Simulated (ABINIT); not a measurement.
The system is AlN.

```xyz
4
Lattice="3.1130 0.0000 0.0000 -1.5565 2.6959 0.0000 0.0000 0.0000 4.9810" Properties=species:S:1:pos:R:3 pbc="T T T"
Al    1.5565    0.8986    2.4905
Al    0.0000    1.7973    0.0000
N     1.5565    0.8986    4.3833
N     0.0000    1.7973    1.8928
```

Base run:

```yaml
Program: ABINIT 10.8.3 (patched build)
Functional: PBE
Potentials_or_basis: JTH PAW PBE v2.0
Cutoff: 680 eV
k_mesh: 13 × 13 × 8
Occupations: fermi-dirac, width 0.05 eV
Spin: no spin polarisation
```

Its results: band gap on the k mesh 4.20 eV, direct; largest force 0.131 eV/Å.

Q: After a change of settings the same cell gave: band gap on the k mesh 4.12 eV, direct; largest force 0.133 eV/Å. Which change was it?
A. functional from PBE to OLYP; k mesh from 13 × 13 × 8 to 10 × 10 × 6
B. functional from PBE to BP86; k mesh from 13 × 13 × 8 to 10 × 10 × 6
C. functional from PBE to HCTH407; k mesh from 13 × 13 × 8 to 10 × 10 × 6
D. functional from PBE to PBEsol

A: D.

Caveats: an odd mesh through Γ misses points on the zone boundary, where band edges often lie; the PAW data sets were made with another functional, which shifts forces and pressure a little (some runs).

Not every run made on this cell is shown here.
